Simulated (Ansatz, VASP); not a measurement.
## One calculation of CsI, two programs

INCAR

```
SYSTEM = CsI
PREC = Accurate
ENCUT = 520
EDIFF = 1E-6
ISMEAR = 0
SIGMA = 0.1
LREAL = .FALSE.
LASPH = .TRUE.
NELM = 100
ALGO = Fast
ISIF = 2
LWAVE = .FALSE.
LCHARG = .TRUE.
GGA = PE
LELF = .TRUE.
LVHAR = .TRUE.
NBANDS = 15
```

File KPOINTS:

```
regular mesh
0
G
  4 4 4
  0 0 0
```

Contents of POSCAR:

```
CsI
1.0
    4.5667000000      0.0000000000      0.0000000000
    0.0000000000      4.5667000000      0.0000000000
    0.0000000000      0.0000000000      4.5667000000
Cs I
1 1
Direct
    0.0000000000      0.0000000000      0.0000000000
    0.5000000000      0.5000000000      0.5000000000
```

Input for Ansatz:

```yaml
crystal:
  lattice:
    - [4.5667, 0.0, 0.0]
    - [0.0, 4.5667, 0.0]
    - [0.0, 0.0, 4.5667]
  atoms:
    - { symbol: Cs, position: [0.0, 0.0, 0.0] }
    - { symbol: I, position: [0.5, 0.5, 0.5] }
basis:
  ecutwfc: 420
kpoints:
  mp_grid: { grid: [4, 4, 4] }
hamiltonian:
  xc: pbe
scf:
  occupations: { method: gaussian, width: 0.1 }
output:
  forces: true
  stress: true
  eigenvalues: true
```

Alike in both runs: task single point; functional PBE; k mesh 4 × 4 × 4; occupations gaussian, width 0.1 eV; no spin polarisation.

|  | VASP | Ansatz |
| --- | --- | --- |
| version | VASP 6.6.1 | Ansatz 0.2.0 |
| potentials or method | VASP PAW PBE potentials, release 64 (Cs_sv, I) | scalar-relativistic, plane waves, PAW |
| plane-wave cutoff (eV) | 520 | 420 |
| valence electrons in the cell | 16 | 26 |

```csv
,VASP,Ansatz,Ansatz less VASP
gap on the k mesh at the Fermi level (eV),3.87,3.89,+0.014
least direct gap on the mesh (eV),3.96,3.97,+0.010
pressure (GPa),0.8,0.8,-0.06
```

The two sets of potentials don't hold the same shells in valence.

Caveats: spin-orbit coupling is left out, which moves the levels of the heavy elements. Expect the measured gap to be larger: semilocal functionals such as PBE lack the derivative discontinuity. A k mesh can miss the band edges.
